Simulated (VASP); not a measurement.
Set up this calculation in VASP 6.6.1, as the native input.

```
Task                   : relaxation of cell and atoms
Functional             : PBE
Potentials or basis    : VASP PAW PBE potentials, release 64 (Ti_sv, Se)
Cutoff                 : 600 eV
k mesh                 : 12 × 12 × 6
Occupations            : methfessel-paxton, width 0.1 eV
Spin                   : no spin polarisation
Further INCAR settings : ALGO = Normal; EDIFF = 1e-06; IBRION = 2; EDIFFG = -0.01; NSW = 90; ISIF = 3
```

The structure of TiSe2 lies in POSCAR:

```
TiSe2
1.0
    3.5360000000      0.0000000000      0.0000000000
   -1.7680000000      3.0622658278      0.0000000000
    0.0000000000      0.0000000000      6.0040000000
Ti Se
1 2
Direct
    0.0000000000      0.0000000000      0.0000000000
    0.3333333333      0.6666666667      0.2552000000
    0.6666666667      0.3333333333      0.7448000000
```

The input as run:

INCAR

```
SYSTEM = TiSe2
PREC = Accurate ; ENCUT = 600
EDIFF = 1E-6 ; ISMEAR = 1
SIGMA = 0.1 ; LREAL = .FALSE.
LASPH = .TRUE. ; NELM = 80
ALGO = Normal ; ISIF = 3
LWAVE = .FALSE. ; LCHARG = .FALSE.
GGA = PE ; IBRION = 2
NSW = 90 ; EDIFFG = -0.01
```

KPOINTS

```
Automatic mesh
0
G
  12 12 6
  0 0 0
```

Potentials or basis: VASP PAW PBE potentials, release 64 (Ti_sv, Se).

Command:

```bash
$ cat potpaw_PBE.64/Ti_sv/POTCAR potpaw_PBE.64/Se/POTCAR > POTCAR
$ mpirun -np 1 vasp_std > vasp.out
```

It gave:

```yaml
Relaxed_volume: 24.27 Å³/atom
Relaxed_cell: a = 3.545 Å, b = 3.545 Å, c = 6.690 Å, α = 90.00°, β = 90.00°, γ = 120.00°
Space_group_after_relaxing_to_0.05_Å: P-3m1 (No. 164)
Energy_gained_by_relaxing: 10.0 meV/atom
Ionic_steps: 16
Pressure_after_relaxing: 0.0 GPa
Largest_force_after_relaxing: 0.004 eV/Å
Band_gap_on_the_k_mesh: none (metal or under the smearing width)
```

Caveat: this functional lacks dispersion, which binds the layers, so the pressure and a relaxed spacing across them are unreliable; the volume moved by +12 % from the deposited cell, more than functionals usually miss.

Run time: 8 min on 1 thread of Intel(R) Xeon(R) 6975P-C (Granite Rapids) (shared host), peak memory 0.29 GiB.
